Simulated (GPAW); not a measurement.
Input of a GPAW 26.7.0 run:

Contents of run.py:

```python
from ase import Atoms
from ase.calculators.mixing import SumCalculator
from ase.eos import EquationOfState
from ase.io import Trajectory
from ase.units import GPa
from dftd3.ase import DFTD3
from gpaw import GPAW, PW, setup_paths

setup_paths.insert(0, '.')

atoms = Atoms(['Cu'],
              cell=[[0.0, 1.8075, 1.8075],
                    [1.8075, 0.0, 1.8075],
                    [1.8075, 1.8075, 0.0]],
              scaled_positions=[[0.0, 0.0, 0.0]],
              pbc=True)

traj = Trajectory('eos.traj', 'w')
volumes, energies = [], []
for x in [0.94, 0.96, 0.98, 1.0, 1.02, 1.04, 1.06]:
    a = atoms.copy()
    a.set_cell(atoms.cell * x**(1 / 3), scale_atoms=True)
    calc = GPAW(mode=PW(600),
                xc='PBEsol',
                kpts={'size': (13, 13, 13), 'gamma': True},
                occupations={'name': 'fermi-dirac', 'width': 0.05},
                nbands=14,
                convergence={'density': 1e-05, 'energy': 1e-05},
                maxiter=150,
                txt=f'eos-{x:.2f}.txt')
    a.calc = SumCalculator([calc, DFTD3(method='pbesol', damping='d3bj')])
    energies.append(a.get_potential_energy())
    volumes.append(a.get_volume())
    p = -a.get_stress()[:3].mean() / GPa
    calc.write(f'eos-{x:.2f}.gpw')
    traj.write(a)
    print(f'{x:.2f} {volumes[-1]:10.4f} A^3 {energies[-1]:14.6f} eV {p:9.3f} GPa', flush=True)

v0, e0, B = EquationOfState(volumes, energies, eos='birchmurnaghan').fit()
print(f'V0 = {v0:.4f} A^3, E0 = {e0:.6f} eV, B0 = {B / GPa:.2f} GPa')
```

Potentials or basis: PAW data sets generated in the run's folder for this functional, pw.

Launch:

```console
$ gpaw-setup -f PBEsol Cu
$ OMP_NUM_THREADS=1 python run.py
```

(1) Predict the equilibrium volume.

(2) Estimate the bulk modulus.

## Answers

(1) 10.96 Å³/atom (rough: see the caveat).

(2) 189 GPa (rough).

Caveat: with this Cu data set, volumes or pressures lay over 1.5 % or 2 GPa off other programs in two to four cells of ten; the minimum lies outside the volumes run.
